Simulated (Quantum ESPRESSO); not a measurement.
Input of a Quantum ESPRESSO 7.5 run:

Contents of pw.in:

```
&CONTROL
  calculation = 'scf'
  prefix = 'pwscf'
  outdir = './tmp'
  pseudo_dir = './pseudo'
  tprnfor = .true.
  tstress = .true.
  disk_io = 'low'
/
&SYSTEM
  ibrav = 0
  celldm(1) = 8
  nat = 2
  ntyp = 1
  ecutwfc = 45
  ecutrho = 360
  nbnd = 18
  occupations = 'smearing'
  smearing = 'fd'
  degauss = 0.00367493
/
&ELECTRONS
  conv_thr = 4d-10
  electron_maxstep = 120
  mixing_beta = 0.5
/
ATOMIC_SPECIES
Au   196.9666 au_pbesol_v1.uspp.F.UPF
CELL_PARAMETERS alat
  0.6650629032890   0.0000000000000   0.0000000000000
 -0.0030602571863   0.6661708806128   0.0000000000000
 -0.2687879461160  -0.2800127575121   1.1631297445939
ATOMIC_POSITIONS crystal
Au     0.6728620000    0.6659620000    0.2740550000
Au     0.3271380000    0.3340380000    0.7259450000
K_POINTS automatic
10 10 6 0 0 0
```

pp_density.in

```
&INPUTPP
  prefix = 'pwscf'
  outdir = './tmp'
  filplot = 'density.dat'
  plot_num = 0
/
&PLOT
  nfile = 1
  filepp(1) = 'density.dat'
  iflag = 3
  output_format = 6
  fileout = 'density.cube'
/
```

Contents of pp_potential.in:

```
&INPUTPP
  prefix = 'pwscf'
  outdir = './tmp'
  filplot = 'potential.dat'
  plot_num = 11
/
&PLOT
  nfile = 1
  filepp(1) = 'potential.dat'
  iflag = 3
  output_format = 6
  fileout = 'potential.cube'
/
```

Potentials or basis: GBRV 1.5 PBEsol.

Launch:

```sh
$ OMP_NUM_THREADS=1 mpirun -n 2 pw.x -nk 2 -in pw.in > pw.out
$ OMP_NUM_THREADS=1 mpirun -n 1 pp.x -in pp_density.in > pp_density.out
$ OMP_NUM_THREADS=1 mpirun -n 1 pp.x -in pp_potential.in > pp_potential.out
```

Q: What does it give for the largest force?

A: 0.135 eV/Å.

Q: Estimate the pressure.

A: -8.3 GPa.

Q: Estimate the band gap on the k mesh.

A: None (metal or under the smearing width).

Stress tensor (GPa, compression positive):
```
-8.84  0.23  0.62
 0.23 -9.08  0.47
 0.62  0.47 -6.89
```

Spin-orbit coupling is left out, which matters for the levels of Au.
